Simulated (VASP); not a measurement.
# CoO under changes of volume

One of the cells (11.640 Å³/atom); the others are scaled copies at fixed shape and fractional positions:

```xyz
2
Lattice="1.6128 0.9312 2.5835 -1.6128 0.9312 2.5835 0.0000 -1.8623 2.5835" Properties=species:S:1:pos:R:3 pbc="T T T"
Co    0.0000    0.0000    7.7425
O     0.0000    0.0000    5.8207
```

Measurements of this composition are mostly on another form, of space group No. 225.

- Program: VASP 6.6.1
- Functional: PBE
- Potentials or basis: VASP PAW PBE potentials, release 64 (Co, O)
- Cutoff: 520 eV
- k mesh: 10 × 10 × 10
- Occupations: fermi-dirac, width 0.05 eV
- Spin: collinear spin, ferromagnetic start
- Starting moments: [2.0, 0.0] μB

```csv
volume (Å³/atom),energy over the lowest point (meV/atom),pressure (GPa),moment (μB per cell),largest force (eV/Å)
10.727,13.70,6.9,2.40,0.313
10.955,?,?,?,?
11.183,0.31,2.1,2.65,0.280
11.640,0.00,-2.5,2.80,0.243
11.868,4.71,-4.7,2.86,0.222
12.096,12.44,-6.6,2.89,0.203
```

Problem. What does the run at 10.955 Å³/atom give?

Solution. Energy over the lowest point 5.38 meV/atom; pressure 4.4 GPa; moment 2.53 μB per cell; largest force 0.295 eV/Å.

Worked out: A Birch-Murnaghan fit of order 3 (a polynomial in V^(-2/3)) to the other rows has its minimum at 11.42 Å³/atom with B0 = V·E''(V) = 114 GPa (rough, since the energies scatter) at fixed shape and positions, which overstates the stiffness. It gives 5.35 meV/atom at 10.955 Å³/atom, against the run's 5.38, and -dE/dV = 4.7 GPa, against 4.4. A parabola through the other rows of the moment, of slope 0.532 μB per Å³/atom there, gives 2.53 μB, against the run's 2.53.

Energies are extrapolated to zero smearing.

Caveats: a cell with one magnetic atom can't hold antiferromagnetic order, which such compounds often take.
